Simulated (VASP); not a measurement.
Input of a VASP 6.6.1 run:

INCAR

```
SYSTEM = TiTe2
ALGO     = Normal         ! electronic algorithm
EDIFF    = 1E-7           ! SCF threshold, eV
EDIFFG   = -0.005         ! ionic threshold
ENCUT    = 600            ! plane-wave cutoff, eV
GGA      = PE             ! functional
IBRION   = 2              ! ionic algorithm
ISIF     = 3              ! what is computed and relaxed
ISMEAR   = 0              ! smearing method
IVDW     = 12             ! dispersion correction
LASPH    = .TRUE.         ! aspherical terms in the spheres
LATTICE_CONSTRAINTS= .TRUE. .TRUE. .FALSE.
LCHARG   = .FALSE.        ! write CHGCAR
LREAL    = .FALSE.        ! projectors in reciprocal space
LWAVE    = .FALSE.        ! write WAVECAR
NELM     = 80             ! most SCF steps
NSW      = 90             ! ionic steps
PREC     = Accurate       ! precision mode
SIGMA    = 0.03           ! smearing width, eV
```

The input KPOINTS:

```
k-points
0
G
  9 9 1
  0 0 0
```

Contents of POSCAR:

```
TiTe2                                   
1.0
    3.6803828901      0.0000000000      0.0000000000
   -1.8401914450      3.1873050784      0.0000000000
    0.0000000000      0.0000000000     21.4153488000
  Te              Ti            
     2     1
Direct
     0.3333333300000021    0.6666666699999979    0.4177095180880877
     0.6666666699999979    0.3333333300000021    0.5822904819119123
     0.0000000000000000    0.0000000000000000    0.5000000000000000
```

Potentials or basis: VASP PAW PBE potentials, release 64 (Te, Ti_sv).

Launch:

```bash
$ cat potpaw_PBE.64/Te/POTCAR potpaw_PBE.64/Ti_sv/POTCAR > POTCAR
$ mpirun -np 1 vasp_std > vasp.out
```

Task: Estimate the space group after relaxing (to 0.05 Å).

Result: P-3m1 (No. 164).

Task: Predict the dispersion energy per atom.

Result: -0.360 eV.

Forces on the atoms (eV/Å):
```
Te   0.000  0.000 -0.002
Te   0.000  0.000  0.002
Ti   0.000  0.000  0.000
```

Spin-orbit coupling is left out, which matters for the levels of Te.
